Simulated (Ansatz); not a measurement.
The system is ZnO.

```
CELL_PARAMETERS angstrom
1.43323 -3.52708 0.00000
1.43323 3.52708 0.00000
0.00000 0.00000 2.83849
ATOMIC_POSITIONS crystal
Zn 0.00000 0.00000 0.00000
O 0.50000 0.50000 0.50000
```

The cell was built by a generator and needn't be a form met in nature.

| Property | Result |
| --- | --- |
| Program | Ansatz 0.2.0 |
| Task | relaxation of cell and atoms |
| Functional | PBEsol |
| Dispersion | D3(BJ) |
| Potentials or basis | Ansatz PAW |
| Cutoff | 420 eV (not typed: the program's choice for these potentials) |
| k mesh | 10 × 10 × 9 |
| Occupations | fermi-dirac, width 0.05 eV |
| Spin | no spin polarisation |

At the start: volume 14.35 Å³/atom.

Where does the relaxation end?

It ends after 13 steps and the volume is 11.05 Å³/atom (-23.0 %); space group Cmmm (No. 65, to 0.05 Å).

The path:
```
step  energy change (eV)  largest force (eV/Å)  volume (Å³)
   1              0.0000                0.0000        28.70
   2             -0.0502                0.0000        26.85
   3             -0.0837                0.0000        25.12
   4             -0.1064                0.0000        23.72
   5             -0.1203                0.0000        22.46
   6             -0.1208                0.0000        22.48
   7             -0.1208                0.0000        22.51
   8             -0.1131                0.0000        22.51
   9             -0.1158                0.0000        22.10
  10             -0.1156                0.0000        22.16
  11             -0.1141                0.0000        22.16
  12             -0.1144                0.0000        22.10
  13             -0.1141                0.0000        22.10
```

Final structure:
```cif
data_structure
_symmetry_space_group_name_H-M 'P 1'
_symmetry_Int_Tables_number 1
_cell_length_a 3.1296
_cell_length_b 3.1296
_cell_length_c 2.7643
_cell_angle_alpha 90.000
_cell_angle_beta 90.000
_cell_angle_gamma 125.300
_cell_volume 22.10
loop_
_atom_site_label
_atom_site_type_symbol
_atom_site_fract_x
_atom_site_fract_y
_atom_site_fract_z
_atom_site_occupancy
Zn1 Zn 0.00000 0.00000 0.00000 1
O1 O 0.50000 0.50000 0.50000 1
```

Caveat: the volume moved by over 15 % at a fixed basis, so the end points are rough; the plane-wave basis is chosen anew once the cell has moved, so the energies of steps on either side of that aren't comparable; the pressure holds a Pulay correction of +0.8 GPa for the finite cutoff; pairwise dispersion overbinds metals, which lowers pressure and volume; the PAW data sets come from PBE, with cores solved anew for the run's functional, which leaves a small shift of forces and pressure.
